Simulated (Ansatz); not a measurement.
**Moving the functional in CoO**

The cell as given:

It takes space group P-6m2 (No. 187, hexagonal). Conventional cell: a = 2.828 Å, b = 2.828 Å, c = 2.722 Å, α = 90.00°, β = 90.00°, γ = 120.00°. Co (site symmetry -6m2) is surrounded by 6 O at 2.13 Å. O (site symmetry -6m2) is surrounded by 6 Co at 2.13 Å.

Measurements of this composition are mostly on another form, of space group No. 225.

Kept alike: task relaxation of cell and atoms; k mesh 8 × 8 × 7; occupations fermi-dirac, width 0.05 eV; collinear spin, ferromagnetic start. Program: Ansatz, Ansatz PAW, cutoff 420 eV. The mesh is that of the run's cell of 2 atoms. No spin-orbit coupling.

| run | volume (Å³/atom) | first edge of the run's cell (Å) | third edge of the run's cell (Å) | largest site moment (μB) |
| --- | --- | --- | --- | --- |
| A | 8.956 | 2.773 | 2.690 | 2.48 |
| B | 9.675 | 2.858 | 2.736 | 2.52 |
| C | 9.905 | 2.894 | 2.732 | 2.50 |
| D | 9.432 | 2.830 | 2.719 | 2.50 |
| E | 8.631 | 2.739 | 2.658 | 2.42 |
| F | 9.774 | 2.868 | 2.743 | 2.52 |

The relaxations keep at least the cell's symmetry (P-6m2). For a metal such a mesh leaves the last digits unconverged. Relaxations stop with a little pressure left, so the last digits of a volume or edge aren't settled. Ansatz's relaxations hold a Pulay term in the stress (up to 1.1 GPa here). The runs hold the magnetic state that their start led to, which needn't be the lowest. Site moments count inside each atom's sphere or projector. All rows use potentials made for PBE.

**Question.** The runs differ in the functional alone: BLYP; LDA; PBE; PBEsol; RPBE; revPBE. Which run is which?

**Answer.** Run A is PBEsol; run B is revPBE; run C is BLYP; run D is PBE; run E is LDA; run F is RPBE. The volume runs from 8.631 (LDA) to 9.905 Å³/atom (BLYP). From PBE: BLYP +0.473; LDA -0.801; PBEsol -0.476; RPBE +0.342; revPBE +0.243. The first edge of the run's cell runs from 2.739 (LDA) to 2.894 Å (BLYP). From PBE: BLYP +0.064; LDA -0.091; PBEsol -0.057; RPBE +0.038; revPBE +0.028. The third edge of the run's cell runs from 2.658 (LDA) to 2.743 Å (RPBE). From PBE: BLYP +0.013; LDA -0.061; PBEsol -0.029; RPBE +0.024; revPBE +0.017. The largest site moment runs from 2.42 (LDA) to 2.52 μB (RPBE; revPBE). From PBE: BLYP +0.00; LDA -0.08; PBEsol -0.02; RPBE +0.02; revPBE +0.02.
